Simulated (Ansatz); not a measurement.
# HfB2: core levels

Wanted: core-level energies of HfB2, as photoemission would probe them. The cell is a structure deposited in the COD. Planned: a relaxation, then core holes.

Method: DFT, PBE, plane-wave PAW, default files, scalar-relativistic, in Ansatz 0.2.0.

### 1 The system as given

Symmetry: P6/mmm, No. 191, hexagonal system. Conventional cell: a = 3.140 Å, b = 3.140 Å, c = 3.480 Å, α = 90.00°, β = 90.00°, γ = 120.00°. Hf (site symmetry 6/mmm) is surrounded by 12 B at 2.51 Å. B (site symmetry -6m2) has 3 B at 1.81 Å and 6 Hf at 2.51 Å as nearest neighbours.

Structure file:

```cif
data_structure
_symmetry_space_group_name_H-M 'P6/mmm'
_symmetry_Int_Tables_number 191
_cell_length_a 3.1400
_cell_length_b 3.1400
_cell_length_c 3.4800
_cell_angle_alpha 90.000
_cell_angle_beta 90.000
_cell_angle_gamma 120.000
_cell_volume 29.71
loop_
_atom_site_label
_atom_site_type_symbol
_atom_site_symmetry_multiplicity
_atom_site_Wyckoff_symbol
_atom_site_fract_x
_atom_site_fract_y
_atom_site_fract_z
_atom_site_occupancy
Hf1 Hf 1 a 0.00000 0.00000 0.00000 1
B1 B 2 d 0.33333 0.66667 0.50000 1
```

### 2 Relaxation of the positions

File input.yaml:

```yaml
crystal:
  lattice:
    - [3.14, 0.0, 0.0]
    - [-1.57, 2.7193197679, 0.0]
    - [0.0, 0.0, 3.48]
  atoms:
    - { symbol: Hf, position: [0.0, 0.0, 0.0] }
    - { symbol: B, position: [0.3333333333, 0.6666666667, 0.5] }
    - { symbol: B, position: [0.6666666667, 0.3333333333, 0.5] }
kpoints:
  mp_grid: { grid: [10, 10, 8] }
scf:
  occupations: { method: fermi_dirac, width: 0.05 }
hamiltonian:
  xc: pbe
  pseudopotentials: { kind: paw }
output:
  forces: true
  stress: true
  populations: true
  efg:
    quadrupole_moments_barn: { Hf: 3.365, B: 0.04059 }
    contact_densities: true
relax:
  f_tol: 0.02
  max_steps: 60
```

Launch:

```console
$ ansatz run input.yaml --threads 1 --pin off --max-ram 3072MiB --backend cpu --events-out ev --progress --plain --runs-dir out
```

The program printed:

```text
Warning: output.stress: scf.convergence.dr2_threshold = 1e-7 eV (the SCF's general default) is looser than the 3e-10 eV advised for a printed stress (1e-10 eV for each atom of the cell: 3). What an SCF threshold leaves in a stress goes as its square root, and in the free energy as the threshold itself, and one threshold admits the most on a small cell: of the crystals measured, under no hybrid functional and no lock of the moments, on runs that ended without the residual-converged pass, on stresses that held no estimate of that error, the worst erred by over 100 MPa in a component at 1e-7 eV an atom and by under 5 at 1e-10. Every solve of this run answers to scf.convergence.dr2_threshold, and the tensor of one is reported: a single SCF on the reported geometry and on this run's grids (its basis.xc_grid and basis.ecutrho_ratio typed), with scf.convergence.dr2_threshold at 3e-10 eV or tighter, prints it and tightens no other solve. Else set scf.convergence.dr2_threshold to 3e-10 eV or tighter. The threshold is an SCF's pass mark: one that does not reach it within its budget of iterations ends unconverged, or closes short of it on a stop that the run arms, and scf.convergence.dr2_threshold's page says what that costs each kind of run
Warning: RAYON_NUM_THREADS=1 ignored (pool sized by the plan → 1); use --threads N
Hf: output.efg is read without spin–orbit coupling, which moves field gradients at and beside such atoms by some per cent and up to a factor of two; PAW files take it under magnetization.noncollinear and magnetization.spin_orbit
Engine: ansatz 0.2.0, aarch64-unknown-linux-gnu
Pseudopotentials: kind: paw
Pseudopotential: Hf, paw, valence charge 26, recommended cutoff 420 eV (normal), Hf.paw.azcp
Pseudopotential: B, paw, valence charge 3, recommended cutoff 420 eV (normal), B.paw.azcp
Functional definition: PBE
  parameter kappa = 0.804
  parameter beta = 0.06672455060314922
  exchange = pbe_x(kappa = kappa, mu = beta*pi^2/3)
  correlation = pbe_c(beta = beta)
Crystal: 3 atoms, lattice volume = 29.715 Å³
Basis set: ecut = 420 eV, 563 PW (Γ), exchange–correlation on 48×48×48 points (8 copies of the dense FFT grid, shifted against one another)
Bands: 20, of which v1, the nominal top of the filled ones, is band 16 counted from 1 (15 counted from 0)
Symmetry: 24 space group operations
Space group: P6/mmm (ITA 191), of the structure as read, at distance tolerance 3.1e-5 Å
k-points: 70 of 800
Non-local potential: Hf, projectors of the file, l = 0: 3, l = 1: 2, l = 2: 2, l = 3: 3
Non-local potential: B, projectors of the file, l = 0: 2, l = 1: 2, l = 2: 1
PAW form: soft (Blöchl's): semilocal exchange-correlation on the pseudo side does not see the compensation charge
PAW one-centre angular grid: Hf, 590 points (default); XC on 64 Gauss nodes
PAW one-centre angular grid: B, 110 points (default); XC on 64 Gauss nodes
Initial density: superposition of atomic densities (neutral atoms: chi_scale 0, normalization atom), corrected by the library's trained network
Initial wavefunctions: pseudopotential atomic-orbital guess
Functional: x = pbe(κ = 0.804, μ = 0.2195149727645171), c = pbe(β = 0.06672455060314922)
SCF iter   1: F=—  HF=-16036.213063 eV  |F-HF|=—  |Δ(HF+E_count)|=         —  Δρ=1.63e-3  dr2=9.24e-4  ethr=1.77e-3  ⟨swp⟩=4.1  Hψ=5467  notcnv=0
preconditioner: auto → none  [insulator: Δε(μ)=0.297 eV  Ē_g=17.458 eV  σ=0.050 eV  W_gap=0.77  n_scr=8 (ndim 8)  ℏωp=37.3 eV  f_vac=0.000  D(μ)=0.31/eV (n_scr^D=0)  ε∞_Penn≈5.6]
SCF iter   2: F=—  HF=-16036.212753 eV  |F-HF|=—  |Δ(HF+E_count)|=   3.09e-4  Δρ=5.72e-4  dr2=5.28e-5  ethr=2.89e-6  ⟨swp⟩=2.6  Hψ=3055  notcnv=0
SCF iter   3: F=—  HF=-16036.212755 eV  |F-HF|=—  |Δ(HF+E_count)|=   1.72e-6  Δρ=2.86e-4  dr2=8.65e-6  ethr=1.65e-7  ⟨swp⟩=2.1  Hψ=2034  notcnv=0
SCF iter   4: F=—  HF=-16036.212754 eV  |F-HF|=—  |Δ(HF+E_count)|=   1.00e-6  Δρ=1.34e-4  dr2=2.51e-6  ethr=2.70e-8  ⟨swp⟩=2.0  Hψ=2385  notcnv=0
SCF iter   5: F=—  HF=-16036.212753 eV  |F-HF|=—  |Δ(HF+E_count)|=   1.26e-6  Δρ=4.32e-5  dr2=1.50e-7  ethr=7.83e-9  ⟨swp⟩=2.0  Hψ=2512  notcnv=0
SCF iter   6: F=-16036.212753 eV  HF=-16036.212753 eV  |F-HF|=3.06e-9  |Δ(HF+E_count)|=   4.78e-8  Δρ=7.51e-6  dr2=4.11e-9  ethr=3.13e-10  ⟨swp⟩=4.2  Hψ=5059  notcnv=0
SCF 1 converged in 6 iterations: F = -16036.212753 eV  dr2 = 4.11e-9
relax step   1: F+E_penalty+E_count = -16036.21275298 eV  Δ(F+E_penalty+E_count) = +0.000e0 eV  max|allowed force component| = 1.234e-16 eV/Å  Δτ_max = 0.0000 Å  (6 SCF iters, accepted)
NSCF: frozen V_eff on 70 k-points
the band table was solved once a step of the walk had ended and its energy, with any forces and stress, was formed, with the checks that follow a solve (6346 applications of the Hamiltonian). They found nothing against the state; the energy, forces and stress were not computed again (output.eigenvalues in the input reference)
SCF converged after 6 iterations
Free energy (F): -16036.212753 eV
Harris-Foulkes:  -16036.212753 eV  (|F-HF|=3.06e-9)
Internal energy: -16036.210150 eV  (E = F + TS)
E sigma→0 (E₀):  -16036.211451 eV
Entropy (-TS):   -0.002603 eV (-0.868 meV/atom)
Fermi energy:    20.415386 eV
--- Per-component energies (eV) ---
  E_band       = 128.535676
  E_kinetic    = 525.979045
  E_local      = -5276.158262  (includes V_loc(G=0)·N_el)
  E_nonlocal   = -1221.811828
  E_hartree    = 2515.266947
  E_xc         = -367.037863
  E_vxc        = -346.333747  (∫ρ·V_xc dr)
  E_paw        = -7085.445613  (= ΣΔE_a)
  E_vpaw       = 1416.324807  (= ΣTr[D̂ρ^β])
  E_aug_tail   = -0.000008  (compensation charges beyond the density's cutoff)
  E_ewald      = -5127.002568
  E_smearing   = -0.002603  (= −TS)
  E_closure    = -0.000000  (closes the sum)
  Σ components = -16036.212753   (vs F -16036.212753, Δ=0.00e0)
--- Forces (eV/Å), atoms counted from 1 ---
  atom   1  Hf     0.00000000    -0.00000000     0.00000000
  atom   2  B      0.00000000    -0.00000000     0.00000000
  atom   3  B      0.00000000     0.00000000     0.00000000
  max |Σ_I F_I| component: 1.30e-16 eV/Å
--- Stress (GPa, compression-positive) ---
        1.221420       0.000000       0.000000
        0.000000       1.221420       0.000000
        0.000000       0.000000       1.707752
  P = ⅓ Tr σ = 1.3835 GPa (13.835 kbar)
--- PAW observables at the nuclei: V_zz in 10²¹ V/m², potentials from the cell's mean, atoms counted from 1 ---
  atom   1  Hf V_zz =   +10.305554   η = 0.0000   by run symmetry: allowed   C_q = +838.5149 MHz
            electrostatic potential = -14184.323586 V   contact ρ = 7528549.128706 e/Å³
  atom   2  B  V_zz =    +0.066714   η = 0.0000   by run symmetry: allowed   C_q = +0.0655 MHz
            electrostatic potential = -336.177521 V   contact ρ = 485.966197 e/Å³
  atom   3  B  V_zz =    +0.066714   η = 0.0000   by run symmetry: allowed   C_q = +0.0655 MHz
            electrostatic potential = -336.177521 V   contact ρ = 485.966197 e/Å³
--- Band table (eV; the first three rows and the last of 70) ---
  k-point 0: bands = ["-41.2790", "-10.1434", "-9.6661", "-9.6661", "6.7624", "8.7487", "8.7641", "8.7804", "8.7804", "8.7820", "8.7820", "8.8740", "17.4966", "17.5985", "17.5985", "17.7689", "24.5128", "24.5128", "25.1398", "25.1398"]
  k-point 1: bands = ["-41.2780", "-10.1847", "-9.6631", "-9.6631", "7.0069", "8.7464", "8.7641", "8.7788", "8.7788", "8.7835", "8.7835", "8.8740", "16.0172", "17.7588", "17.7588", "19.1666", "23.1801", "23.1801", "24.6261", "24.6261"]
  k-point 2: bands = ["-41.2755", "-10.2829", "-9.6559", "-9.6559", "7.6810", "8.7442", "8.7640", "8.7712", "8.7712", "8.7911", "8.7911", "8.8740", "14.3780", "18.2213", "18.2213", "20.6611", "21.8916", "21.8916", "23.4416", "23.4416"]
  k-point 69: bands = ["-41.2182", "-10.2243", "-10.2203", "-10.0801", "8.7519", "8.7633", "8.7731", "8.7785", "8.7806", "8.7952", "8.8467", "10.9389", "11.9368", "15.0497", "17.2098", "17.3092", "24.9884", "26.0469", "26.9754", "27.4815"]
--- Relaxed structure (1 steps of the walk, 1 accepted, 0 SCFs on fresh bases) ---
  F+E_penalty+E_count = -16036.21275298 eV   max|allowed force component| = 1.234e-16 eV/Å
  atoms:
    - { symbol: Hf, position: [0.0, 0.0, 0.0] }
    - { symbol: B, position: [0.3333333333333333, 0.6666666666666666, 0.49999999999999994] }
    - { symbol: B, position: [0.6666666666666666, 0.3333333333333333, 0.49999999999999994] }
--- Löwdin populations: 3 sites ---
  site symbol       q [e]
     0     Hf     25.3046
     1      B      3.3335
     2      B      3.3335
  spilling = 0.000889 (of n_electrons = 32.000000)
```

Run time: 8.3 s. Hardware: 1 thread of Arm Neoverse N1, shared host; peak memory 0.41 GiB.

No atom moved: the forces were under the tolerance from the start.

At the end: no gap over 0.1 eV on the mesh, largest force 0.000 eV/Å, pressure 1.4 GPa.

Site by site (atoms counted from 1):

| site | atoms | first shell | V_zz (10²¹ V/m²) | η | C_Q (MHz) |
| --- | --- | --- | --- | --- | --- |
| Hf | 1 | 12 B at 2.51 Å | 10.31 | 0.00 | 839 (¹⁷⁷Hf) |
| B | 2, 3 | 3 B at 1.81 Å; also 6 Hf at 2.51 Å | 0.067 | 0.00 | 0.065 (¹¹B) |

V_zz is the principal component of the electric field gradient with the largest magnitude, η = (V_xx − V_yy)/V_zz and C_Q = eQV_zz/h. Nuclear quadrupole moments: year-2017 set (Pyykkö).

Direction of the V_zz axis (Cartesian unit vector):

```csv
site,atom,x,y,z
Hf,1,0.00,0.00,1.00
B,2,0.00,0.00,1.00
```

### 3 Core holes

File input.yaml:

```yaml
crystal:
  lattice:
    - [9.42, 0.0, 0.0]
    - [-3.14, 5.4386395358, 0.0]
    - [0.0, 0.0, 6.96]
  atoms:
    - { symbol: Hf, position: [0.0, 0.0, 0.0] }
    - { symbol: Hf, position: [0.0, 0.0, 0.5] }
    - { symbol: Hf, position: [0.0, 0.5, 0.0] }
    - { symbol: Hf, position: [0.0, 0.5, 0.5] }
    - { symbol: Hf, position: [0.3333333333, 0.0, 0.0] }
    - { symbol: Hf, position: [0.3333333333, 0.0, 0.5] }
    - { symbol: Hf, position: [0.3333333333, 0.5, 0.0] }
    - { symbol: Hf, position: [0.3333333333, 0.5, 0.5] }
    - { symbol: Hf, position: [0.6666666667, 0.0, 0.0] }
    - { symbol: Hf, position: [0.6666666667, 0.0, 0.5] }
    - { symbol: Hf, position: [0.6666666667, 0.5, 0.0] }
    - { symbol: Hf, position: [0.6666666667, 0.5, 0.5] }
    - { symbol: B, position: [0.1111111111, 0.3333333333, 0.25] }
    - { symbol: B, position: [0.1111111111, 0.3333333333, 0.75] }
    - { symbol: B, position: [0.1111111111, 0.8333333333, 0.25] }
    - { symbol: B, position: [0.1111111111, 0.8333333333, 0.75] }
    - { symbol: B, position: [0.4444444444, 0.3333333333, 0.25] }
    - { symbol: B, position: [0.4444444444, 0.3333333333, 0.75] }
    - { symbol: B, position: [0.4444444444, 0.8333333333, 0.25] }
    - { symbol: B, position: [0.4444444444, 0.8333333333, 0.75] }
    - { symbol: B, position: [0.7777777778, 0.3333333333, 0.25] }
    - { symbol: B, position: [0.7777777778, 0.3333333333, 0.75] }
    - { symbol: B, position: [0.7777777778, 0.8333333333, 0.25] }
    - { symbol: B, position: [0.7777777778, 0.8333333333, 0.75] }
    - { symbol: B, position: [0.2222222222, 0.1666666667, 0.25] }
    - { symbol: B, position: [0.2222222222, 0.1666666667, 0.75] }
    - { symbol: B, position: [0.2222222222, 0.6666666667, 0.25] }
    - { symbol: B, position: [0.2222222222, 0.6666666667, 0.75] }
    - { symbol: B, position: [0.5555555556, 0.1666666667, 0.25] }
    - { symbol: B, position: [0.5555555556, 0.1666666667, 0.75] }
    - { symbol: B, position: [0.5555555556, 0.6666666667, 0.25] }
    - { symbol: B, position: [0.5555555556, 0.6666666667, 0.75] }
    - { symbol: B, position: [0.8888888889, 0.1666666667, 0.25] }
    - { symbol: B, position: [0.8888888889, 0.1666666667, 0.75] }
    - { symbol: B, position: [0.8888888889, 0.6666666667, 0.25] }
    - { symbol: B, position: [0.8888888889, 0.6666666667, 0.75] }
kpoints:
  mp_grid: { grid: [3, 5, 4] }
scf:
  occupations: { method: fermi_dirac, width: 0.05 }
hamiltonian:
  xc: pbe
  pseudopotentials: { kind: paw }
output:
  forces: true
  efg:
    quadrupole_moments_barn: { Hf: 3.365, B: 0.04059 }
    contact_densities: true
  core_levels:
    shells: { B: "1s", Hf: "4f" }
    counted_from: fermi_level
    add_spin: false
```

Launch:

```console
$ ansatz run input.yaml --threads 1 --pin off --max-ram 3072MiB --backend cpu --events-out ev --progress --plain --runs-dir out
```

The program printed, cut to the lines that bear on the results:

```text
Warning: RAYON_NUM_THREADS=1 ignored (pool sized by the plan → 1); use --threads N
Hf: output.efg is read without spin–orbit coupling, which moves field gradients at and beside such atoms by some per cent and up to a factor of two; PAW files take it under magnetization.noncollinear and magnetization.spin_orbit
[...]
[... 4 set-up lines as earlier in the session ...]
[...]
Crystal: 36 atoms, lattice volume = 356.575 Å³
Basis set: ecut = 420 eV, 6983 PW (Γ), exchange–correlation on 128×90×96 points (8 copies of the dense FFT grid, shifted against one another)
Bands: 231, of which v1, the nominal top of the filled ones, is band 192 counted from 1 (191 counted from 0)
Symmetry: 48 space group operations
[...]
            electrostatic potential = -336.175540 V   contact ρ = 485.967342 e/Å³
[...]
            electrostatic potential = -336.175540 V   contact ρ = 485.967342 e/Å³
--- Band table (eV; the first three rows and the last of 24) ---
[...]
--- Core levels from the Fermi level (as output.core_levels.counted_from types it; a hole's nearest image at 6.3 Å) ---
  the holes have no spin, as output.core_levels.add_spin types it
  atom         alike  shell      binding/eV   shift/eV difference/eV images/eV   SCF
  Hf 0            12     4f          15.629     +0.000        15.629         –    12
  B 12            24     1s         188.002     +0.000       188.002         –    11
  the dataset of Hf with a 4f hole: scattering error 0.038 eV; free atom: scalar-relativistic, large and small components
  the two lines of Hf's 4f: 4f5/2 +0.952 eV and 4f7/2 -0.714 eV off its levels, 3 : 4 in strength
  the dataset of B with a 1s hole: scattering error 0.000 eV (0.000 eV in the local channel); free atom: scalar-relativistic, large and small components
```

It took 23 min on 1 thread of Arm Neoverse N1, shared host; peak memory 1.8 GiB.

The levels, counted from the Fermi level:

```csv
atom,shell,alike,"binding, weighted centre (eV)",shift (eV),image term (eV),lines (eV)
Hf 1,4f,12,15.63,+0.00,0.00,"4f5/2 16.58, 4f7/2 14.92"
B 13,1s,24,188.00,+0.00,0.00,one
```

Atoms are counted from 1 here and from 0 in the log's table.

Simulated Hf 4f line (Gaussians 0.5 eV wide):

binding energy (eV), intensity and a bar:
```
    12.42          0 
    12.77          0 
    13.11          0 
    13.46          0 
    13.82          0 
    14.18          0 
    14.51         16 #####
    14.87         98 ##############################
    15.22         35 ###########
    15.58          1 
    15.92          1 
    16.27         26 ########
    16.63         73 #######################
    16.99         12 ####
    17.32          0 
    17.68          0 
    18.03          0 
    18.39          0 
    18.72          0 
    19.08          0
```

### 4 Outcome

```
                                               quantity                                                                       value
Hf 4f binding energy (weighted centre of the two lines)                            15.63 eV; offsets 4f5/2 +0.95 eV, 4f7/2 -0.71 eV
                                    B 1s binding energy                                                                   188.00 eV
                                         state (step 2)  no gap over 0.1 eV on the mesh, largest force 0.000 eV/Å, pressure 1.4 GPa
                       V_zz by site, step 2 (10²¹ V/m²)                                                           Hf 10.31, B 0.067
                            largest C_Q in size, step 2                                                        839 MHz, ¹⁷⁷Hf at Hf
```

What this shows: The levels are counted from the Fermi level. Absolute values at this level can be off by an eV or more, and the 3d and 4f lines of heavy atoms by several eV. Multiplets and satellites aren't calculated. A hole's nearest image is 6.3 Å away in this 36-atom cell. The largest gradient sits at Hf (12 B at 2.51 Å). The run finds no gap above 0.1 eV, so the gradients can move by 10 % or more with the k-mesh. The program warns that gradients near heavy atoms lack spin–orbit coupling.
